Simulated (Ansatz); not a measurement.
# PtSe2: energies, forces and stress near the listed structure

Aim: see how energy, forces, stress and gap of PtSe2 answer to moves of single atoms, further strains and shifts, swapped elements, distortions that keep the symmetry, other functionals. Nothing is relaxed unless a step says so.

The COD entry's cell or inner coordinates are ideal or old and differ from later refinements, so a difference from it is no clean test against experiment.

Program: Ansatz 0.2.0. Level of theory: DFT PBEsol, scalar-relativistic, plane waves, PAW, unless a step's input says otherwise. These are calculated values, not measurements.

1 further run of the same task is left out (set aside as unsound or not needed).

## 1. The system as given

Symmetry: P-3m1, No. 164, trigonal system. Conventional cell: a = 3.724 Å, b = 3.724 Å, c = 5.062 Å, α = 90.00°, β = 90.00°, γ = 120.00°. Pt (site symmetry -3m) has 6 Se at 2.49 Å as nearest neighbours. Se (site symmetry 3m) is surrounded by 3 Pt at 2.49 Å.

Coordinates:

```
CELL_PARAMETERS angstrom
3.72400 0.00000 0.00000
-1.86200 3.22508 0.00000
0.00000 0.00000 5.06200
ATOMIC_POSITIONS crystal
Pt 0.00000 0.00000 0.00000
Se 0.33333 0.66667 0.25000
Se 0.66667 0.33333 0.75000
```

The structure comes from the Crystallography Open Database.

## 2. One atom moved

Against the listed cell: atom 3 (Se) moved by 0.09 Å.

input.yaml reads:

```yaml
crystal:
  lattice:
    - [3.7240006046, 0.0, 0.0]
    - [-1.8620003023, 3.2250791273, 0.0]
    - [0.0, 0.0, 5.062]
  atoms:
    - { symbol: Pt, position: [0.0, 0.0, 0.0] }
    - { symbol: Se, position: [0.3333333333, 0.6666666667, 0.25] }
    - { symbol: Se, position: [0.6806198127, 0.3612396253, 0.75] }
basis:
  ecutwfc: 420
kpoints:
  mp_grid: { grid: [12, 12, 8] }
hamiltonian:
  xc: pbesol
scf:
  occupations: { method: gaussian, width: 0.1 }
output:
  forces: true
  stress: true
  eigenvalues: true
```

Launch:

```
ansatz run input.yaml --threads 1 --pin off --max-ram 1331MiB --backend cpu --events-out ev --progress --plain --runs-dir out
```

The log of the run (excerpt; [...] marks lines left out):

```text
Warning: RAYON_NUM_THREADS=1 ignored (pool sized by the plan → 1); use --threads N
[...]
Pseudopotentials: kind: paw
Pseudopotential: Pt, paw, valence charge 18, recommended cutoff 420 eV (normal), Pt.paw.azcp
Pseudopotential: Se, paw, valence charge 16, recommended cutoff 420 eV (normal), Se.paw.azcp
Functional definition: PBEsol
[...]
Crystal: 3 atoms, lattice volume = 60.796 Å³
Basis set: ecut = 420 eV, 1205 PW (Γ), exchange–correlation on 50×50×72 points (8 copies of the dense FFT grid, shifted against one another)
Bands: 30, of which v1, the nominal top of the filled ones, is band 25 counted from 1 (24 counted from 0)
Symmetry: 2 space group operations
Space group: Cm (ITA 8), of the structure as read, at distance tolerance 3.9e-5 Å
k-points: 320 of 1152 (time reversal used)
[...]
SCF iter   1: F=—  HF=-23233.415659 eV  |F-HF|=—  |Δ(HF+E_count)|=         —  Δρ=3.42e-3  dr2=6.48e-3  ethr=1.77e-3  ⟨swp⟩=5.4  Hψ=36742  notcnv=0
[...]
SCF iter   6: F=-23233.415618 eV  HF=-23233.415618 eV  |F-HF|=5.44e-9  |Δ(HF+E_count)|=   1.01e-7  Δρ=3.69e-6  dr2=5.53e-9  ethr=2.00e-10  ⟨swp⟩=6.7  Hψ=41148  notcnv=0
[...]
SCF converged after 6 iterations
Free energy (F): -23233.415618 eV
[...]
E sigma→0 (E₀):  -23233.413838 eV
Entropy (-TS):   -0.003561 eV (-1.187 meV/atom)
Fermi energy:    13.174750 eV
[...]
--- Forces (eV/Å), atoms counted from 1 ---
  atom   1  Pt     0.00000000     0.77261465     0.07709131
  atom   2  Se     0.00000000     0.04961350     0.31728991
  atom   3  Se    -0.00000000    -0.82222327    -0.39438025
[...]
--- Stress (GPa, compression-positive) ---
        1.550867      -0.000000      -0.000000
       -0.000000       4.346127       2.628394
       -0.000000       2.628393       1.435844
  P = ⅓ Tr σ = 2.4443 GPa (24.443 kbar)
--- Band table (eV; the first three rows and the last of 320) ---
[...]
```

Wall time 82 s (1 thread of an x86-64 CPU, shared host); peak memory 0.68 GiB.

## 3. Another functional, on a distorted cell: r2SCAN

The change: strain xx, yy, zz, yz, xz, xy = +1.3, +1.3, +4.3, +0.0, +0.0, +0.0 %; atoms moved by 0.03 Å root mean square, at most 0.04 Å.

input.yaml reads:

```yaml
crystal:
  lattice:
    - [3.7716678123, 0.0, 0.0]
    - [-1.8858339062, 3.2663601401, 0.0]
    - [0.0, 0.0, 5.2786536]
  atoms:
    - { symbol: Pt, position: [0.0, 0.0, 0.0] }
    - { symbol: Se, position: [0.3333333333, 0.6666666667, 0.2427415357] }
    - { symbol: Se, position: [0.6666666667, 0.3333333333, 0.7572584643] }
basis:
  ecutwfc: 500
kpoints:
  mp_grid: { grid: [15, 15, 8] }
hamiltonian:
  xc: r2scan
scf:
  occupations: { method: gaussian, width: 0.1 }
output:
  forces: true
  stress: true
  eigenvalues: true
```

Launch:

```
ansatz run input.yaml --threads 1 --pin off --max-ram 1331MiB --backend cpu --events-out ev --progress --plain --runs-dir out
```

The log of the run (excerpt; [...] marks lines left out):

```text
Warning: RAYON_NUM_THREADS=1 ignored (pool sized by the plan → 1); use --threads N
[...]
[... 1 set-up line as earlier in the session ...]
Pseudopotential: Pt, paw, valence charge 18, recommended cutoff 500 eV (meta_gga), Pt.paw.azcp
Pseudopotential: Se, paw, valence charge 16, recommended cutoff 500 eV (meta_gga), Se.paw.azcp
Functional definition: r2SCAN
[...]
Crystal: 3 atoms, lattice volume = 65.031 Å³
Basis set: ecut = 500 eV, 1651 PW (Γ), exchange–correlation on 120×120×160 points (64 copies of the dense FFT grid, shifted against one another)
Bands: 30, of which v1, the nominal top of the filled ones, is band 25 counted from 1 (24 counted from 0)
Symmetry: 12 space group operations
Space group: P-3m1 (ITA 164), of the structure as read, at distance tolerance 4.0e-5 Å
k-points: 192 of 1800
[...]
SCF iter   1: F=—  HF=-23494.357701 eV  |F-HF|=—  |Δ(HF+E_count)|=         —  Δρ=6.22e-3  dr2=1.08e-2  dr2_τ=5.51e-2  ethr=1.77e-3  ⟨swp⟩=5.5  Hψ=22244  notcnv=0
[...]
SCF iter   7: F=-23494.390104 eV  HF=-23494.390104 eV  |F-HF|=8.35e-8  |Δ(HF+E_count)|=   3.86e-7  Δρ=1.29e-5  dr2=7.57e-8  dr2_τ=3.03e-9  ethr=2.00e-10  ⟨swp⟩=6.3  Hψ=28430  notcnv=0
[...]
SCF converged after 7 iterations
Free energy (F): -23494.390104 eV
[...]
E sigma→0 (E₀):  -23494.389575 eV
Entropy (-TS):   -0.001060 eV (-0.353 meV/atom)
Fermi energy:    11.876459 eV
[...]
--- Forces (eV/Å), atoms counted from 1 ---
  atom   1  Pt     0.00000000     0.00000000     0.00000000
  atom   2  Se    -0.00000000     0.00000000    -0.04552395
  atom   3  Se     0.00000000    -0.00000000     0.04552395
[...]
--- Stress (GPa, compression-positive) ---
       -1.375560      -0.000000      -0.000000
       -0.000000      -1.375560       0.000000
       -0.000000       0.000000       0.609036
  P = ⅓ Tr σ = -0.7140 GPa (-7.140 kbar)
--- Band table (eV; the first three rows and the last of 192) ---
[...]
```

Run time: 70 s. Hardware: 1 thread of an x86-64 CPU, shared host; peak memory 0.77 GiB.

## 4. A change within a subgroup

The change: strain xx, yy, zz, yz, xz, xy = +4.8, +4.8, +3.3, +0.0, +0.0, +0.0 %; atoms moved by 0.03 Å root mean square, at most 0.04 Å.

input.yaml reads:

```yaml
crystal:
  lattice:
    - [3.9036463938, 0.0, 0.0]
    - [-1.9518231969, 3.3806569444, 0.0]
    - [0.0, 0.0, 5.23026088]
  atoms:
    - { symbol: Pt, position: [0.0, 0.0, 0.0009249822] }
    - { symbol: Se, position: [0.3333333333, 0.6666666667, 0.2423233832] }
    - { symbol: Se, position: [0.6666666667, 0.3333333333, 0.7567516346] }
basis:
  ecutwfc: 420
kpoints:
  mp_grid: { grid: [12, 12, 8] }
hamiltonian:
  xc: pbesol
scf:
  occupations: { method: gaussian, width: 0.1 }
output:
  forces: true
  stress: true
  eigenvalues: true
```

Launch:

```
ansatz run input.yaml --threads 1 --pin off --max-ram 1331MiB --backend cpu --events-out ev --progress --plain --runs-dir out
```

The log of the run (excerpt; [...] marks lines left out):

```text
Warning: RAYON_NUM_THREADS=1 ignored (pool sized by the plan → 1); use --threads N
[...]
[... 4 set-up lines as earlier in the session ...]
[...]
Crystal: 3 atoms, lattice volume = 69.023 Å³
Basis set: ecut = 420 eV, 1385 PW (Γ), exchange–correlation on 54×54×72 points (8 copies of the dense FFT grid, shifted against one another)
Bands: 30, of which v1, the nominal top of the filled ones, is band 25 counted from 1 (24 counted from 0)
Symmetry: 6 space group operations
Space group: P3m1 (ITA 156), of the structure as read, at distance tolerance 4.1e-5 Å
k-points: 131 of 1152 (time reversal used)
[...]
SCF iter   1: F=—  HF=-23233.231820 eV  |F-HF|=—  |Δ(HF+E_count)|=         —  Δρ=2.99e-3  dr2=6.27e-3  ethr=1.77e-3  ⟨swp⟩=5.6  Hψ=14901  notcnv=0
[...]
SCF iter   6: F=-23233.232058 eV  HF=-23233.232058 eV  |F-HF|=9.39e-10  |Δ(HF+E_count)|=   1.25e-7  Δρ=5.25e-6  dr2=2.06e-8  ethr=2.00e-10  ⟨swp⟩=6.9  Hψ=16395  notcnv=0
[...]
SCF converged after 6 iterations
Free energy (F): -23233.232058 eV
[...]
E sigma→0 (E₀):  -23233.230407 eV
Entropy (-TS):   -0.003301 eV (-1.100 meV/atom)
Fermi energy:    10.748663 eV
[...]
--- Forces (eV/Å), atoms counted from 1 ---
  atom   1  Pt    -0.00000000     0.00000000    -0.09282179
  atom   2  Se    -0.00000000     0.00000000    -0.58857041
  atom   3  Se     0.00000000    -0.00000000     0.68139087
[...]
--- Stress (GPa, compression-positive) ---
      -11.125727       0.000000      -0.000000
        0.000000     -11.125727       0.000000
       -0.000000       0.000000      -6.198669
  P = ⅓ Tr σ = -9.4834 GPa (-94.834 kbar)
--- Band table (eV; the first three rows and the last of 131) ---
[...]
```

It took 37 s on 1 thread of an x86-64 CPU, shared host; peak memory 0.48 GiB.

## 5. A distortion that keeps the symmetry

Against the listed cell: strain xx, yy, zz, yz, xz, xy = -2.5, -2.5, +0.5, +0.0, +0.0, +0.0 %; atoms moved by 0.03 Å root mean square, at most 0.04 Å.

input.yaml reads:

```yaml
crystal:
  lattice:
    - [3.6312357495, 0.0, 0.0]
    - [-1.8156178748, 3.1447424062, 0.0]
    - [0.0, 0.0, 5.08776558]
  atoms:
    - { symbol: Pt, position: [0.0, 0.0, 0.0] }
    - { symbol: Se, position: [0.3333333333, 0.6666666667, 0.2572584643] }
    - { symbol: Se, position: [0.6666666667, 0.3333333333, 0.7427415357] }
basis:
  ecutwfc: 420
kpoints:
  mp_grid: { grid: [15, 15, 8] }
hamiltonian:
  xc: pbesol
scf:
  occupations: { method: gaussian, width: 0.1 }
output:
  forces: true
  stress: true
  eigenvalues: true
```

Launch:

```
ansatz run input.yaml --threads 1 --pin off --max-ram 1331MiB --backend cpu --events-out ev --progress --plain --runs-dir out
```

The log of the run (excerpt; [...] marks lines left out):

```text
Warning: RAYON_NUM_THREADS=1 ignored (pool sized by the plan → 1); use --threads N
[...]
[... 4 set-up lines as earlier in the session ...]
[...]
Crystal: 3 atoms, lattice volume = 58.099 Å³
Basis set: ecut = 420 eV, 1133 PW (Γ), exchange–correlation on 50×50×72 points (8 copies of the dense FFT grid, shifted against one another)
Bands: 30, of which v1, the nominal top of the filled ones, is band 25 counted from 1 (24 counted from 0)
[... 1 set-up line as earlier in the session ...]
Space group: P-3m1 (ITA 164), of the structure as read, at distance tolerance 3.9e-5 Å
k-points: 192 of 1800
[...]
SCF iter   1: F=—  HF=-23233.370426 eV  |F-HF|=—  |Δ(HF+E_count)|=         —  Δρ=3.44e-3  dr2=5.63e-3  ethr=1.77e-3  ⟨swp⟩=5.4  Hψ=22101  notcnv=0
[...]
SCF iter   6: F=-23233.370632 eV  HF=-23233.370632 eV  |F-HF|=1.48e-9  |Δ(HF+E_count)|=   7.31e-8  Δρ=3.85e-6  dr2=6.55e-9  ethr=1.45e-10  ⟨swp⟩=5.0  Hψ=23950  notcnv=0
[...]
SCF converged after 6 iterations
Free energy (F): -23233.370632 eV
[...]
E sigma→0 (E₀):  -23233.368905 eV
Entropy (-TS):   -0.003455 eV (-1.152 meV/atom)
Fermi energy:    14.069583 eV
[...]
--- Forces (eV/Å), atoms counted from 1 ---
  atom   1  Pt     0.00000000    -0.00000000     0.00000000
  atom   2  Se    -0.00000000     0.00000000     0.38629858
  atom   3  Se     0.00000000    -0.00000000    -0.38629858
[...]
--- Stress (GPa, compression-positive) ---
        9.427707       0.000000      -0.000000
        0.000000       9.427707       0.000000
       -0.000000       0.000000       3.194264
  P = ⅓ Tr σ = 7.3499 GPa (73.499 kbar)
--- Band table (eV; the first three rows and the last of 192) ---
[...]
```

It took 33 s on 1 thread of an x86-64 CPU, shared host; peak memory 0.53 GiB.

## 6. One element swapped, cell strained: Pt → W, first probe

Against the listed cell: W takes all sites of Pt, and lengths are scaled by 1.041 as a first guess of the size; strain xx, yy, zz, yz, xz, xy = -0.6, -0.6, -0.6, +0.0, +0.0, +0.0 %.

input.yaml reads:

```yaml
crystal:
  lattice:
    - [3.8534518574, 0.0, 0.0]
    - [-1.9267259287, 3.3371872007, 0.0]
    - [0.0, 0.0, 5.2379619052]
  atoms:
    - { symbol: W, position: [0.0, 0.0, 0.0] }
    - { symbol: Se, position: [0.3333333333, 0.6666666667, 0.25] }
    - { symbol: Se, position: [0.6666666667, 0.3333333333, 0.75] }
basis:
  ecutwfc: 420
kpoints:
  mp_grid: { grid: [6, 6, 4] }
hamiltonian:
  xc: pbesol
scf:
  occupations: { method: gaussian, width: 0.1 }
output:
  forces: true
  stress: true
  eigenvalues: true
```

Launch:

```
ansatz run input.yaml --threads 1 --pin off --max-ram 1331MiB --backend cpu --events-out ev --progress --plain --runs-dir out
```

The log of the run (excerpt; [...] marks lines left out):

```text
[...]
SCF converged after 7 iterations
Free energy (F): -21104.635059 eV
[...]
E sigma→0 (E₀):  -21104.624431 eV
Entropy (-TS):   -0.021257 eV (-7.086 meV/atom)
Fermi energy:    11.222812 eV
[...]
--- Forces (eV/Å), atoms counted from 1 ---
  atom   1  W     -0.00000000     0.00000000     0.00000000
  atom   2  Se    -0.00000000     0.00000000     0.77229968
  atom   3  Se     0.00000000    -0.00000000    -0.77229968
[...]
--- Stress (GPa, compression-positive) ---
      -12.145219       0.000000       0.000000
        0.000000     -12.145219       0.000000
        0.000000       0.000000       6.294005
  P = ⅓ Tr σ = -5.9988 GPa (-59.988 kbar)
--- Band table (eV; the first three rows and the last of 24) ---
[...]
```

Wall time 6.3 s (1 thread of an x86-64 CPU, shared host); peak memory 0.38 GiB.

## 7. One element swapped, cell strained: Pt → W

input.yaml: that of step 6 with these lines changed.

```diff
@@ -12,3 +12,3 @@
 kpoints:
-  mp_grid: { grid: [6, 6, 4] }
+  mp_grid: { grid: [12, 12, 8] }
 hamiltonian:
```

Launch:

```
ansatz run input.yaml --threads 1 --pin off --max-ram 1331MiB --backend cpu --events-out ev --progress --plain --runs-dir out
```

The log of the run (excerpt; [...] marks lines left out):

```text
Warning: RAYON_NUM_THREADS=1 ignored (pool sized by the plan → 1); use --threads N
[...]
[... 1 set-up line as earlier in the session ...]
Pseudopotential: W, paw, valence charge 14, recommended cutoff 420 eV (normal), W.paw.azcp
[... 2 set-up lines as earlier in the session ...]
[...]
Crystal: 3 atoms, lattice volume = 67.359 Å³
Basis set: ecut = 420 eV, 1301 PW (Γ), exchange–correlation on 54×54×72 points (8 copies of the dense FFT grid, shifted against one another)
Bands: 28, of which v1, the nominal top of the filled ones, is band 23 counted from 1 (22 counted from 0)
[... 1 set-up line as earlier in the session ...]
Space group: P-3m1 (ITA 164), of the structure as read, at distance tolerance 4.1e-5 Å
k-points: 131 of 1152
[...]
SCF iter   1: F=—  HF=-21104.670517 eV  |F-HF|=—  |Δ(HF+E_count)|=         —  Δρ=7.50e-3  dr2=3.50e-2  ethr=1.77e-3  ⟨swp⟩=5.6  Hψ=14826  notcnv=0
[...]
SCF iter   6: F=-21104.663699 eV  HF=-21104.663699 eV  |F-HF|=1.62e-8  |Δ(HF+E_count)|=   2.11e-7  Δρ=1.33e-5  dr2=7.33e-8  ethr=2.17e-10  ⟨swp⟩=6.9  Hψ=16686  notcnv=0
[...]
SCF converged after 6 iterations
Free energy (F): -21104.663699 eV
[...]
E sigma→0 (E₀):  -21104.658904 eV
Entropy (-TS):   -0.009591 eV (-3.197 meV/atom)
Fermi energy:    11.166212 eV
[...]
--- Forces (eV/Å), atoms counted from 1 ---
  atom   1  W     -0.00000000     0.00000000     0.00000000
  atom   2  Se    -0.00000000     0.00000000     0.76119101
  atom   3  Se     0.00000000    -0.00000000    -0.76119101
[...]
--- Stress (GPa, compression-positive) ---
      -12.096157       0.000000       0.000000
        0.000000     -12.096157       0.000000
        0.000000       0.000000       6.086283
  P = ⅓ Tr σ = -6.0353 GPa (-60.353 kbar)
--- Band table (eV; the first three rows and the last of 131) ---
[...]
```

Wall time 23 s (1 thread of an x86-64 CPU, shared host); peak memory 0.49 GiB.

## 8. A change within the space group

What differs from the listed cell: strain xx, yy, zz, yz, xz, xy = -3.8, -3.8, +2.2, +0.0, +0.0, +0.0 %; atoms moved by 0.03 Å root mean square, at most 0.04 Å.

input.yaml reads:

```yaml
crystal:
  lattice:
    - [3.5823396216, 0.0, 0.0]
    - [-1.7911698108, 3.1023971173, 0.0]
    - [0.0, 0.0, 5.17316152]
  atoms:
    - { symbol: Pt, position: [0.0, 0.0, 0.0] }
    - { symbol: Se, position: [0.3333333333, 0.6666666667, 0.2427415357] }
    - { symbol: Se, position: [0.6666666667, 0.3333333333, 0.7572584643] }
basis:
  ecutwfc: 420
kpoints:
  mp_grid: { grid: [15, 15, 8] }
hamiltonian:
  xc: pbesol
scf:
  occupations: { method: gaussian, width: 0.1 }
output:
  forces: true
  stress: true
  eigenvalues: true
```

Launch:

```
ansatz run input.yaml --threads 1 --pin off --max-ram 1331MiB --backend cpu --events-out ev --progress --plain --runs-dir out
```

The log of the run (excerpt; [...] marks lines left out):

```text
Warning: RAYON_NUM_THREADS=1 ignored (pool sized by the plan → 1); use --threads N
[...]
[... 4 set-up lines as earlier in the session ...]
[...]
Crystal: 3 atoms, lattice volume = 57.494 Å³
Basis set: ecut = 420 eV, 1127 PW (Γ), exchange–correlation on 48×48×72 points (8 copies of the dense FFT grid, shifted against one another)
Bands: 30, of which v1, the nominal top of the filled ones, is band 25 counted from 1 (24 counted from 0)
[... 2 set-up lines as earlier in the session ...]
k-points: 192 of 1800
[...]
SCF iter   1: F=—  HF=-23233.135399 eV  |F-HF|=—  |Δ(HF+E_count)|=         —  Δρ=3.84e-3  dr2=6.80e-3  ethr=1.77e-3  ⟨swp⟩=5.3  Hψ=22225  notcnv=0
[...]
SCF iter   8: F=-23233.134704 eV  HF=-23233.134704 eV  |F-HF|=1.15e-8  |Δ(HF+E_count)|=   7.76e-8  Δρ=5.39e-6  dr2=1.84e-8  ethr=2.00e-10  ⟨swp⟩=6.9  Hψ=22896  notcnv=0
[...]
SCF converged after 8 iterations
Free energy (F): -23233.134704 eV
[...]
E sigma→0 (E₀):  -23233.133745 eV
Entropy (-TS):   -0.001918 eV (-0.639 meV/atom)
Fermi energy:    14.402936 eV
[...]
--- Forces (eV/Å), atoms counted from 1 ---
  atom   1  Pt    -0.00000000     0.00000000     0.00000000
  atom   2  Se     0.00000000    -0.00000000     1.54349611
  atom   3  Se    -0.00000000     0.00000000    -1.54349611
[...]
--- Stress (GPa, compression-positive) ---
       19.268351       0.000000       0.000000
        0.000000      19.268351      -0.000000
        0.000000       0.000000      11.451134
  P = ⅓ Tr σ = 16.6626 GPa (166.626 kbar)
--- Band table (eV; the first three rows and the last of 192) ---
[...]
```

It took 36 s on 1 thread of an x86-64 CPU, shared host; peak memory 0.53 GiB.

## 9. Results

| step | case | energy (meV/atom) | pressure (GPa) | largest force (eV/Å) | gap on the mesh (eV) |
| --- | --- | --- | --- | --- | --- |
| 2 | one atom moved | +0.0 | 2.4 | 0.91 | 0.00 |
| 3 | another functional, on a distorted cell: r2SCAN | n/a | -0.7 | 0.05 | 0.00 |
| 4 | a change within a subgroup | +61.1 | -9.5 | 0.68 | 0.00 |
| 5 | a distortion that keeps the symmetry | +15.0* | 7.3 | 0.39 | 0.00 |
| 7 | one element swapped, cell strained: Pt → W | n/a | -6.0 | 0.76 | 0.00 |
| 8 | a change within the space group | +93.4* | 16.7 | 1.54 | 0.00 |

Energies are counted from step 2, with the smearing taken to zero; a star marks another k mesh, which can shift energies by itself, so starred rows don't rank against the others. Other atoms or functionals have another zero of energy (n/a). A gap of 0.00 means none on the mesh at this level.

**Reading.** Among the distorted cells of the listed formula and level the largest force, 1.54 eV/Å, comes in step 8, shared by 2 atoms. The pressure is 16.7 GPa in the smallest cell and -9.5 GPa in the largest; between them shape and moved atoms count too. The distorted cells of the listed formula and level show no gap on the mesh. Spin-orbit coupling is left out for Pt, W.
